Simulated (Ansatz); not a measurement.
The system is Pd.

```xyz
1
Lattice="-1.5723 1.5723 1.5723 1.5723 -1.5723 1.5723 1.5723 1.5723 -1.5723" Properties=species:S:1:pos:R:3 pbc="T T T"
Pd    0.0000    0.0000    0.0000
```

This isn't the form of Pd at room conditions, which is fcc.

Base run:

- Program: Ansatz 0.2.0
- Functional: PBEsol
- Potentials or basis: Ansatz PAW
- Cutoff: 420 eV (not typed: the program's choice for these potentials)
- k mesh: 12 × 12 × 12
- Occupations: fermi-dirac, width 0.05 eV
- Spin: no spin polarisation

Its results: band gap on the k mesh none (metal or under the smearing width); pressure -10.0 GPa.

Task: The run is repeated on the same cell with these changes: potentials or basis from Ansatz PAW to JTH PAW; cutoff from 420 eV (not typed: the program's choice for these potentials) to 1110 eV (not typed: the program's choice for these potentials). What comes out?

Result: Band gap on the k mesh none (metal or under the smearing width); pressure -10.4 GPa.

Caveats: the PAW data sets come from PBE, with cores solved anew for the run's functional, which leaves a small shift of forces and pressure (some runs).
